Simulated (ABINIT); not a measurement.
Input of an ABINIT 10.8.3 (patched build) run:

Contents of run.abi:

```
# Pseudopotentials
pp_dirpath "./"
pseudos "Mg.upf, O.upf"

# Structure
acell 5.6041865537 5.6041865537 5.6041865537
rprim
     0.0000000000     0.7071067812     0.7071067812
     0.7071067812     0.0000000000     0.7071067812
     0.7071067812     0.7071067812     0.0000000000
ntypat 2
znucl 12 8
natom 2
typat 1 2
xred
     0.0000000000     0.0000000000     0.0000000000
     0.5000000000     0.5000000000     0.5000000000

# Plane-wave basis
ecut 50.0

# k points
kptopt 1
ngkpt 11 11 11
nshiftk 1
shiftk 0.0 0.0 0.0

# Exchange and correlation
ixc -497498
usekden 1
nc_xccc_gspace 1
boxcutmin 3.0

# Bands and occupations
nband 12
occopt 3
tsmear 0.00183747

# SCF cycle
nstep 100
tolvrs 1.0e-9

# Output
iomode 3
prtwf 0
prteig 0
prtebands 0
enunit 1
prtden 1
prtvha 1
prtvclmb 1
prtpot 1
```

Potentials or basis: PseudoDojo NC SR PBE v0.4.1 standard.

The run is started by

```bash
$ mpirun --bind-to none -np 4 abinit run.abi > log 2>&1
```

Q: What does it give for the pressure?

A: 2.4 GPa.

Q: Predict the band gap on the k mesh.

A: 5.48 eV, direct.

Caveat: a meta-GGA on potentials with a model core is unreliable; the potentials were made for another functional, which shifts forces and pressure. r2SCAN opens gaps a little over a GGA but as a rule still falls short of measured ones.
